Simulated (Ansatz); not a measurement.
# Step by step: V, relaxation of cell and atoms

These are results of DFT, PBE, all-electron LAPW, scalar-relativistic (Ansatz 0.2.0), not measurements.

Command: `ansatz run input.yaml --threads 1 --pin off --max-ram 3072MiB --backend cpu --events-out ev --progress --plain --runs-dir out` The run took about 35 s on 1 thread of a shared machine.

```yaml
crystal:
  lattice:
    - [0.0, 1.9442426514, 1.9442426514]
    - [1.9442426514, 0.0, 1.9442426514]
    - [1.9442426514, 1.9442426514, 0.0]
  atoms:
    - { symbol: V, position: [0.0, 0.0, 0.0], spin: 1.5 }
magnetization:
  spin_polarized: true
kpoints:
  mp_grid: { grid: [15, 15, 15] }
scf:
  occupations: { method: fermi_dirac, width: 0.05 }
hamiltonian:
  xc: pbe
  pseudopotentials: { kind: all_electron, lapw: { basis_error: 0.001 } }
output:
  forces: true
  stress: true
relax:
  f_tol: 0.005
  max_steps: 80
  cell: {}
```

The run is spin-polarised from parallel moments and ends with 0.00 μB in the cell; other orders may lie lower.

The geometry is COD entry 1534881, unchecked; take it as a test cell. The listed cell was then made from it by scaling, straining or moving an atom.

Each frame lists the cell vectors (Å), then Cartesian positions (Å); symmetry keeps all forces zero. Free energies count from the first step, -25831.8279 eV.

The walk took 5 evaluations in all; steps that aren't listed are left out.

Step 1: E = 0.0 meV, P = -8.88 GPa

```
cell 0.0000 1.9442 1.9442 1.9442 0.0000 1.9442 1.9442 1.9442 0.0000
V     0.0000    0.0000    0.0000
```

Step 2:

```
cell 0.0000 1.8937 1.8937 1.8937 0.0000 1.8937 1.8937 1.8937 0.0000
V     0.0000    0.0000    0.0000
```

Give the energy, pressure of step 2.

E = -19.4 meV, P = 4.18 GPa
```
V     0.0000    0.0000    0.0000
```

How does the relaxation end?

It converges, with a = 3.816 Å, b = 3.816 Å, c = 3.816 Å, α = 90.00°, β = 90.00°, γ = 90.00° (conventional cell, space group Fm-3m). The last solve (on a basis chosen afresh for the final cell, so its energy is not quite comparable) gives E = -23.4 meV, P = -0.01 GPa:
```
cell 0.0000 1.9081 1.9081 1.9081 0.0000 1.9081 1.9081 1.9081 0.0000
V     0.0000    0.0000    0.0000
```
